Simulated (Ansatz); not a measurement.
## CdSe: stiffness from a series of strains

```xyz
2
Lattice="0.0000 3.0703 3.0703 3.0703 0.0000 3.0703 3.0703 3.0703 0.0000" Properties=species:S:1:pos:R:3 pbc="T T T"
Cd    0.0000    0.0000    0.0000
Se    1.5351    1.5351    1.5351
```

Atoms are numbered in the order listed.

The cell is the one relaxed in the Materials Project (mp-2691), not relaxed further here; entries there can be hypothetical.

These are results of Ansatz 0.2.0, DFT, LDA, all-electron LAPW, scalar-relativistic, not measurements.

Settings: a Γ-centred 8×8×8 k mesh, Fermi–Dirac smearing of 0.03 eV, basis error target 1 meV/atom, no spin polarisation.

The strain is applied along the Cartesian axes of the cell as listed (γ is the engineering shear, twice εxy = εyz = εzx). Fractional coordinates are held (clamped ions).

σ is the change of stress from the unstrained cell, which is at -3.25 GPa; tension is positive, so slopes are stress–strain coefficients at that pressure.

Only quantities that a quadratic follows smoothly over the whole series are listed; rougher ones are left out.

```csv
γ,σxy (GPa)
-0.0300,-1.26
-0.0200,-0.82
0.0000,0.00
0.0100,0.37
0.0200,0.73
0.0300,1.07
```

Question: Fit the series and read off the stiffness at zero strain.

Answer: Least-squares fits y = p0 + p1 x + p2 x² to the rows give σxy (GPa): p1 = 38.8, p2 = -100. So C44 (clamped ions) = 39 GPa.

Question: One run, at γ = -0.0100, is withheld. Predict its row.

Answer: The fits give -0.40; the run gave -0.40.
